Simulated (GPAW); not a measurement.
# PbS (Galena) (Fm-3m) in GPAW: further runs, part 2 of 2

GPAW 26.7.0.

**3. Relaxation of cell and atoms, PBE**

run.py reads:

```python
from ase.filters import FrechetCellFilter
from ase.io import read, write
from ase.optimize import LBFGS
from gpaw import GPAW, PW

atoms = read('POSCAR')

calc = GPAW(mode=PW(600),
            xc='PBE',
            kpts={'size': (8, 8, 8), 'gamma': True},
            occupations={'name': 'fermi-dirac', 'width': 0.05},
            nbands=19,
            convergence={'density': 1e-05, 'forces': 0.0001},
            maxiter=150,
            txt='gpaw.txt')
atoms.calc = calc
opt = LBFGS(FrechetCellFilter(atoms), trajectory='relax.traj', logfile='-')
done = opt.run(fmax=0.02, steps=40)
calc.write('gs.gpw')
write('result.traj', atoms)
print('Converged:', done)
print('Cell:', atoms.cell.cellpar().round(4))
print('Volume:', round(atoms.get_volume(), 4))
print(atoms.get_scaled_positions().round(5))
```

POSCAR reads:

```
PbS
1.0
    0.0000000000      2.9657500000      2.9657500000
    2.9657500000      0.0000000000      2.9657500000
    2.9657500000      2.9657500000      0.0000000000
Pb S
1 1
Direct
    0.0000000000      0.0000000000      0.0000000000
    0.5000000000      0.5000000000      0.5000000000
```

Potentials or basis: GPAW PAW data sets (gpaw-data 1.2.1), pw.

Run with:

```bash
OMP_NUM_THREADS=1 python run.py
```

Wall time 56 s (1 thread of Arm Neoverse V1, shared host); peak memory 0.2 GiB.

It converged, with:

- Free energy: -8.9840 eV
- Relaxed volume: 26.99 Å³/atom
- Relaxed cell: a = 4.242 Å, b = 4.242 Å, c = 4.242 Å, α = 60.00°, β = 60.00°, γ = 60.00°
- Space group after relaxing (to 0.05 Å): Fm-3m (No. 225)
- Energy gained by relaxing: 5.8 meV/atom
- Ionic steps: 3
- Pressure after relaxing: 0.1 GPa
- Band gap on the k mesh: 0.43 eV, direct

The path:
| step | energy change (eV) | largest force (eV/Å) | pressure (GPa) | volume (Å³) |
| --- | --- | --- | --- | --- |
| 1 | 0.0000 | 0.0000 | 1.99 | 52.17 |
| 2 | -0.0041 | 0.0000 | 1.57 | 52.53 |
| 3 | -0.0117 | 0.0000 | 0.05 | 53.97 |

Final structure:
```xyz
2
Lattice="0.0000 2.9995 2.9995 2.9995 0.0000 2.9995 2.9995 2.9995 0.0000" Properties=species:S:1:pos:R:3 pbc="T T T"
Pb    0.0000    0.0000    0.0000
S     2.9995    2.9995    2.9995
```

Levels at points of the mesh, in eV from the valence-band top:
```
           k point  band 7  band 8  band 9  band 10  band 11  band 12  band 13  band 14
(0.00, 0.00, 0.00)   -6.04   -2.02   -2.02    -2.02     5.08     5.08     5.08     6.79
(0.50, 0.50, 0.00)   -7.08   -4.92   -3.23    -3.23     4.00     5.44     5.53     5.53
(0.50, 0.50, 0.50)   -8.60   -1.65   -1.65     0.00     0.43     2.00     2.00     8.62
```

Caveat: later steps reuse the first step's grids; spin-orbit coupling is left out, which as a rule narrows the gap of such compounds by several tenths of an eV.

**4. Relaxation of cell and atoms, LDA, target pressure 1 GPa, at which the enthalpy is minimised**

run.py reads:

```python
from ase import Atoms
from ase.filters import FrechetCellFilter
from ase.io import write
from ase.optimize import BFGS
from ase.units import GPa
from gpaw import GPAW, PW

atoms = Atoms(['Pb', 'S'],
              cell=[[0.0, 2.96575, 2.96575],
                    [2.96575, 0.0, 2.96575],
                    [2.96575, 2.96575, 0.0]],
              scaled_positions=[[0.0, 0.0, 0.0],
                                [0.5, 0.5, 0.5]],
              pbc=True)

calc = GPAW(mode=PW(600),
            xc='LDA',
            kpts={'size': (8, 8, 8), 'gamma': True},
            occupations={'name': 'fermi-dirac', 'width': 0.05},
            nbands=19,
            convergence={'density': 1e-05, 'forces': 0.0001},
            maxiter=150,
            txt='gpaw.txt')
atoms.calc = calc
opt = BFGS(FrechetCellFilter(atoms, scalar_pressure=1 * GPa), trajectory='relax.traj', logfile='-')
done = opt.run(fmax=0.05, steps=60)
calc.write('gs.gpw')
write('result.traj', atoms)
print('Converged:', done)
print('Cell:', atoms.cell.cellpar().round(4))
print('Volume:', round(atoms.get_volume(), 4))
print(atoms.get_scaled_positions().round(5))
```

Potentials or basis: the program's PAW data sets (release 1.2.1) made for this functional, pw.

Run with:

```bash
OMP_NUM_THREADS=1 python run.py
```

Wall time 54 s (1 thread of Arm Neoverse V1, shared host); peak memory 0.19 GiB.

The run converged. Its results:

- Free energy: -10.2558 eV
- Relaxed volume: 24.38 Å³/atom
- Relaxed cell: a = 4.101 Å, b = 4.101 Å, c = 4.101 Å, α = 60.00°, β = 60.00°, γ = 60.00°
- Space group after relaxing (to 0.05 Å): Fm-3m (No. 225)
- Energy change on relaxing (the enthalpy is what falls): -9.3 meV/atom
- Ionic steps: 3
- Pressure after relaxing: 1.2 GPa
- Band gap on the k mesh: 0.08 eV, direct

The path:
```tsv
step	energy change (eV)	largest force (eV/Å)	pressure (GPa)	volume (Å³)
1	0.0000	0.0000	-2.83	52.17
2	-0.0105	0.0000	-2.11	51.48
3	-0.0186	0.0000	1.21	48.76
```

Final structure:
```cif
data_structure
_symmetry_space_group_name_H-M 'P 1'
_symmetry_Int_Tables_number 1
_cell_length_a 4.1007
_cell_length_b 4.1007
_cell_length_c 4.1007
_cell_angle_alpha 60.000
_cell_angle_beta 60.000
_cell_angle_gamma 60.000
_cell_volume 48.76
loop_
_atom_site_label
_atom_site_type_symbol
_atom_site_fract_x
_atom_site_fract_y
_atom_site_fract_z
_atom_site_occupancy
Pb1 Pb 0.00000 0.00000 0.00000 1
S1 S 0.50000 0.50000 0.50000 1
```

Levels at points of the mesh, in eV from the valence-band top:
| k point | band 6 | band 7 | band 8 | band 9 | band 10 | band 11 | band 12 | band 13 | band 14 | band 15 |
| --- | --- | --- | --- | --- | --- | --- | --- | --- | --- | --- |
| (0.00, 0.00, 0.00) | -14.23 | -5.97 | -2.53 | -2.53 | -2.53 | 5.22 | 5.22 | 5.22 | 6.43 | 6.43 |
| (0.50, 0.50, 0.00) | -12.21 | -7.39 | -5.88 | -3.94 | -3.94 | 3.42 | 5.66 | 5.78 | 5.78 | 11.06 |
| (0.50, 0.50, 0.50) | -12.78 | -9.35 | -2.05 | -2.05 | 0.00 | 0.08 | 1.63 | 1.63 | 8.56 | 9.87 |

Caveat: later steps reuse the first step's grids; spin-orbit coupling is left out, which as a rule narrows the gap of such compounds by several tenths of an eV. Zero-point motion and thermal expansion aren't in these numbers.

**5. Relaxation of cell and atoms, PBEsol**

run.py: that of step 4 with these lines changed.

```diff
@@ -3,5 +3,6 @@
 from ase.io import write
-from ase.optimize import BFGS
-from ase.units import GPa
-from gpaw import GPAW, PW
+from ase.optimize import FIRE
+from gpaw import GPAW, PW, setup_paths
+
+setup_paths.insert(0, '.')
 
@@ -16,3 +17,3 @@
 calc = GPAW(mode=PW(600),
-            xc='LDA',
+            xc='PBEsol',
             kpts={'size': (8, 8, 8), 'gamma': True},
@@ -24,4 +25,4 @@
 atoms.calc = calc
-opt = BFGS(FrechetCellFilter(atoms, scalar_pressure=1 * GPa), trajectory='relax.traj', logfile='-')
-done = opt.run(fmax=0.05, steps=60)
+opt = FIRE(FrechetCellFilter(atoms), trajectory='relax.traj', logfile='-')
+done = opt.run(fmax=0.02, steps=60)
 calc.write('gs.gpw')
```

Potentials or basis: PAW data sets generated in the run's folder for this functional, pw.

Run with:

```bash
gpaw-setup -f PBEsol Pb S
OMP_NUM_THREADS=1 python run.py
```

Run time: 1.8 min. Hardware: 1 thread of Arm Neoverse V1, shared host; peak memory 0.25 GiB.

It converged, with:

```
Free energy                            : -9.6748 eV
Relaxed volume                         : 25.53 Å³/atom
Relaxed cell                           : a = 4.164 Å, b = 4.164 Å, c = 4.164 Å, α = 60.00°, β = 60.00°, γ = 60.00°
Space group after relaxing (to 0.05 Å) : Fm-3m (No. 225)
Energy gained by relaxing              : 1.5 meV/atom
Ionic steps                            : 7
Pressure after relaxing                : 0.1 GPa
Band gap on the k mesh                 : 0.12 eV, direct
```

The path:
| step | energy change (eV) | largest force (eV/Å) | pressure (GPa) | volume (Å³) |
| --- | --- | --- | --- | --- |
| 1 | 0.0000 | 0.0000 | -1.10 | 52.17 |
| 2 | -0.0009 | 0.0000 | -0.96 | 52.03 |
| 3 | -0.0021 | 0.0000 | -0.67 | 51.77 |
| 4 | -0.0030 | 0.0000 | -0.29 | 51.43 |
| 5 | -0.0030 | 0.0000 | 0.14 | 51.05 |
| 6 | -0.0030 | 0.0000 | 0.13 | 51.05 |
| 7 | -0.0031 | 0.0000 | 0.12 | 51.06 |

Final structure:
```cif
data_structure
_symmetry_space_group_name_H-M 'P 1'
_symmetry_Int_Tables_number 1
_cell_length_a 4.1642
_cell_length_b 4.1642
_cell_length_c 4.1642
_cell_angle_alpha 60.000
_cell_angle_beta 60.000
_cell_angle_gamma 60.000
_cell_volume 51.06
loop_
_atom_site_label
_atom_site_type_symbol
_atom_site_fract_x
_atom_site_fract_y
_atom_site_fract_z
_atom_site_occupancy
Pb1 Pb 0.00000 0.00000 0.00000 1
S1 S 0.50000 0.50000 0.50000 1
```

Levels at points of the mesh, in eV from the valence-band top:
```
           k point  band 7  band 8  band 9  band 10  band 11  band 12  band 13  band 14
(0.00, 0.00, 0.00)   -6.02   -2.35   -2.35    -2.35     5.13     5.13     5.13     6.49
(0.50, 0.50, 0.00)   -7.25   -5.51   -3.68    -3.68     3.55     5.52     5.64     5.64
(0.50, 0.50, 0.50)   -9.03   -1.93   -1.93     0.00     0.12     1.75     1.75     8.45
```

Caveat: later steps reuse the first step's grids; spin-orbit coupling is left out, which as a rule narrows the gap of such compounds by several tenths of an eV.

**6. Overview**

```tsv
task	level	potentials or basis	cell	smearing	optimizer	fmax	max steps	convergence	target pressure	gap on the mesh (eV)	pressure (GPa)	relaxed volume (Å³/atom)
single point	PBE	GPAW PAW data sets (gpaw-data 1.2.1), pw	as given	gaussian 0.011 eV	-	-	-	-	-	0.31	2.0	-
relaxation of cell and atoms	PBE	GPAW PAW data sets (gpaw-data 1.2.1), pw	relaxed	fermi-dirac 0.05 eV	LBFGS	0.02 eV/Å	40	density=1e-05 forces=0.0001	-	0.43	0.1	26.99
relaxation of cell and atoms	LDA	the program's PAW data sets (release 1.2.1) made for this functional, pw	relaxed to 1 GPa	fermi-dirac 0.05 eV	BFGS	0.05 eV/Å	60	density=1e-05 forces=0.0001	1 GPa	0.08	1.2	-
relaxation of cell and atoms	PBEsol	PAW data sets generated in the run's folder for this functional, pw	relaxed	fermi-dirac 0.05 eV	FIRE	0.02 eV/Å	60	density=1e-05 forces=0.0001	-	0.12	0.1	25.53
```

Alike in all rows: no spin polarisation; k mesh 8 × 8 × 8; cutoff (eV) 600.

Caveats: spin-orbit coupling is left out, which as a rule narrows the gap of such compounds by several tenths of an eV; later steps reuse the first step's grids (some runs).

Total energies depend on the potentials used, so only differences within one code and one set of settings carry meaning.
